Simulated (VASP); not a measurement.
A run of VASP 6.6.1:

File run.py:

```python
from ase import Atoms
from ase.calculators.vasp import Vasp
from ase.dft.bandgap import bandgap

atoms = Atoms(
    ['Ti', 'O'],
    cell=[[3.031, 0.0, 0.0], [-1.5155, 2.6249229989, 0.0], [0.0, 0.0, 3.2377]],
    scaled_positions=[[0.6666666667, 0.3333333333, 0.0], [0.0, 0.0, 0.5]],
    pbc=True,
)
calc = Vasp(
    directory='calc',
    pp='PBE',
    setups='recommended',
    prec='Accurate',
    encut=520,
    ediff=1e-06,
    ismear=0,
    sigma=0.01,
    lreal=False,
    lasph=True,
    nelm=80,
    algo='Normal',
    isif=2,
    lwave=False,
    lcharg=False,
    metagga='R2SCAN',
    lhfcalc=True,
    aexx=0.1,
    lmixtau=True,
    precfock='Fast',
    ivdw=13,
    vdw_s6=1.0,
    vdw_s8=0.8324,
    vdw_a1=0.4944,
    vdw_a2=5.9019,
    nelmin=4,
    kpts=[5, 5, 4],
    gamma=False,
)
atoms.calc = calc

print('energy (eV):', atoms.get_potential_energy())
print('free energy (eV):', atoms.get_potential_energy(force_consistent=True))
print('forces (eV/A):')
print(atoms.get_forces())
print('stress (eV/A^3, Voigt):', atoms.get_stress())
print('Fermi level (eV):', calc.get_fermi_level())
gap, top, bottom = bandgap(calc)
print('band gap (eV):', gap, 'from (spin, k, band)', top, 'to', bottom)
```

Potentials or basis: VASP PAW PBE potentials, release 64 (Ti_sv, O).

Launch:

```sh
$ python run.py
```

Hardware: 1 thread of Intel(R) Xeon(R) Platinum 8488C (Sapphire Rapids), on a shared host.

Question: How long does it take, and how much memory?

Answer: Wall time 2.6 min on 1 thread of Intel(R) Xeon(R) Platinum 8488C (Sapphire Rapids), with other jobs on the host, peak memory 0.14 GiB. Counts: scf iterations 20, k points 10.
